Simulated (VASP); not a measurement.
Cu: single point with PBE

Crystal: Cu.

```
Cu
1.0
     1.84671   -1.84626    0.00000
     1.84671    1.84626    0.00000
     0.00000    0.00000    7.04234
Cu
4
Direct
  0.75002 0.24998 0.12499
  0.74998 0.25002 0.62499
  0.24998 0.75002 0.87501
  0.25002 0.74998 0.37501
```

The cell was built by a generator and needn't be a form met in nature.

- Program: VASP 6.6.1
- Task: single point
- Functional: PBE
- Potentials or basis: VASP PAW PBE potentials, release 64 (Cu)
- Cutoff: 520 eV
- k mesh: 6 × 6 × 4
- Occupations: gaussian, width 0.1 eV
- Spin: no spin polarisation

The pressure is 0.5 GPa and the band gap on the k mesh is none (metal or under the smearing width).

Levels at points of the mesh, in eV from the Fermi level:
| k point | band 19 | band 20 | band 21 | band 22 | band 23 | band 24 | band 25 | band 26 |
| --- | --- | --- | --- | --- | --- | --- | --- | --- |
| (0.00, 0.00, 0.00) | -1.98 | -1.98 | -1.65 | -1.48 | -1.48 | 2.19 | 7.83 | 12.21 |
| (0.50, 0.00, 0.00) | -1.58 | -1.58 | -0.96 | -0.96 | -0.47 | -0.47 | 3.67 | 3.67 |
| (0.50, 0.50, 0.00) | -1.43 | -1.43 | 1.17 | 1.17 | 6.10 | 6.11 | 6.11 | 6.11 |
| (0.00, 0.00, 0.50) | -1.79 | -1.79 | -1.75 | -1.75 | -0.80 | -0.80 | 12.41 | 12.41 |
| (0.50, 0.00, 0.50) | -1.81 | -1.81 | -0.55 | -0.55 | -0.55 | -0.55 | 5.81 | 5.81 |
| (0.50, 0.50, 0.50) | -1.56 | -1.56 | 2.88 | 2.88 | 2.88 | 2.88 | 6.89 | 6.89 |

Wall time 40 s on 1 thread of Intel(R) Xeon(R) Platinum 8259CL CPU @ 2.50GHz (Skylake/Cascade Lake), with other jobs on the host, peak memory 0.17 GiB.

Caveat: the k mesh is coarse (spacing up to 0.40 Å⁻¹), so the values aren't converged.
